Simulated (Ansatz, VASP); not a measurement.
**Cu in VASP and in Ansatz**

```
CELL_PARAMETERS angstrom
0.00000 1.77060 1.77060
1.77060 0.00000 1.77060
1.77060 1.77060 0.00000
ATOMIC_POSITIONS crystal
Cu 0.00000 0.00000 0.00000
```

Change from the starting cell: volume scaled by 0.94.

Alike in both runs: task single point; functional PBEsol; k mesh 13 × 13 × 13; occupations fermi-dirac, width 0.05 eV; no spin polarisation.

|  | VASP | Ansatz |
| --- | --- | --- |
| version | VASP 6.6.1 | Ansatz 0.2.0 |
| potentials or method | VASP PAW PBE potentials, release 64 (Cu) | Ansatz PAW |
| plane-wave cutoff (eV) | 520 | 420 |
| valence electrons in the cell | 11 | 19 |

```tsv
	VASP	Ansatz	Ansatz less VASP
gap on the k mesh at the Fermi level (eV)	none	none	-
pressure (GPa)	4.0	3.3	-0.70
```

A gap of «none» marks a metal or a gap that the smearing closes. The two sets of potentials don't hold the same shells in valence.

Caveats: the PAW data sets were made with another functional, which shifts forces and pressure a little (VASP); the PAW data sets come from PBE, with cores solved anew for the run's functional, which leaves a small shift of forces and pressure (Ansatz).
